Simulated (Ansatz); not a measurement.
# BaSnO3: response to strain

Start from BaSnO$_{3}$ in the cubic perovskite structure (space group Pm-3m, No. 221; a = 4.1219 Å). Axes: x, y, z lie along the cube axes.

Strains are applied to the cell and any free atomic positions relax; under biaxial strain the out-of-plane vector relaxes too; under stress the whole cell relaxes.

Computed with PBEsol in Ansatz (plane waves to 420 eV, PAW, scalar-relativistic without spin-orbit coupling).

Notes on the quantities. pressure: mean of the normal stresses, compression positive; energy relative to the base: free energy F.

```csv
case,pressure,space group,energy relative to the base,band gap,shortest interatomic distance
base,0.00 GPa,Pm-3m (No. 221),0 meV/atom,0.86 eV,2.061 Å
"biaxial strain −0.93 %, plane normal [001], relaxed out of plane",___,P4/mmm (No. 123),___,___,___
"biaxial strain +1.13 %, plane normal [001], relaxed out of plane",-2.26 GPa,P4/mmm (No. 123),+3.4 meV/atom,0.65 eV,2.048 Å
"biaxial strain +0.21 %, plane normal [110], relaxed out of plane",-0.43 GPa,Cmmm (No. 65),+0.1 meV/atom,0.82 eV,2.062 Å
uniaxial strain ε_yy = +2.16 %,-2.97 GPa,P4/mmm (No. 123),+5.4 meV/atom,0.58 eV,2.061 Å
uniaxial strain ε_zz = +3.47 %,-4.50 GPa,P4/mmm (No. 123),+13 meV/atom,0.43 eV,2.061 Å
tensor shear ε_xy = −3.19 %,0.32 GPa,Cmmm (No. 65),+17 meV/atom,0.72 eV,2.061 Å
"uniaxial stress, 8 GPa compression along z",–,P4/mmm (No. 123),+9.6 meV/atom,1.04 eV,2.002 Å
```

Problem. Some entries are withheld; estimate them.

Solution. 
- biaxial strain −0.93 %, plane normal [001], relaxed out of plane, pressure: 2.08 GPa
- biaxial strain −0.93 %, plane normal [001], relaxed out of plane, energy relative to the base: +2.5 meV/atom
- biaxial strain −0.93 %, plane normal [001], relaxed out of plane, band gap: 1.01 eV
- biaxial strain −0.93 %, plane normal [001], relaxed out of plane, shortest interatomic distance: 2.042 Å

Beyond what the load breaks, stability against distortions was not tested.

Ansatz is a first-principles code.
